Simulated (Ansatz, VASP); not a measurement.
**Two plane-wave programs on SnO2 (Cassiterite)**

```
Sn O
1.0
     4.72319    0.00000    0.00000
     0.00000    4.72319    0.00000
     0.00000    0.00000    3.20651
Sn O
2 4
Direct
  0.00000 0.00000 0.00000
  0.50000 0.50000 0.50000
  0.30561 0.30561 0.00000
  0.19439 0.80561 0.50000
  0.69439 0.69439 0.00000
  0.80561 0.19439 0.50000
```

Alike in both runs: functional PBE; k mesh 6 × 6 × 10; occupations gaussian, width 0.05 eV; no spin polarisation.

Ansatz relaxed the structure, and its values are those at the end. VASP's run is a single point on that final structure, the one shown.

|  | VASP | Ansatz |
| --- | --- | --- |
| version | VASP 6.6.1 | Ansatz 0.2.0 |
| potentials or method | VASP PAW PBE potentials, release 64 (Sn_d, O) | scalar-relativistic, plane waves, PAW |
| plane-wave cutoff (eV) | 520 | 420 |
| valence electrons in the cell | 52 | 52 |

VASP gave:

```
gap on the k mesh at the Fermi level (eV) : 1.21
least direct gap on the mesh (eV)         : 1.21
pressure (GPa)                            : 11.1
rms of the force components (eV/Å)        : 0.002
```

**Question.** Estimate Ansatz's values.

**Answer.** gap on the k mesh at the Fermi level (eV): 1.22; least direct gap on the mesh (eV): 1.22; pressure (GPa): 10.4; rms of the force components (eV/Å): 0.005.

With one functional, cell and mesh, what is left measures potentials, basis and numerics.

Caveats: spin-orbit coupling is left out, which moves the levels of the heavy elements. Expect the measured gap to be larger: semilocal functionals such as PBE lack the derivative discontinuity.
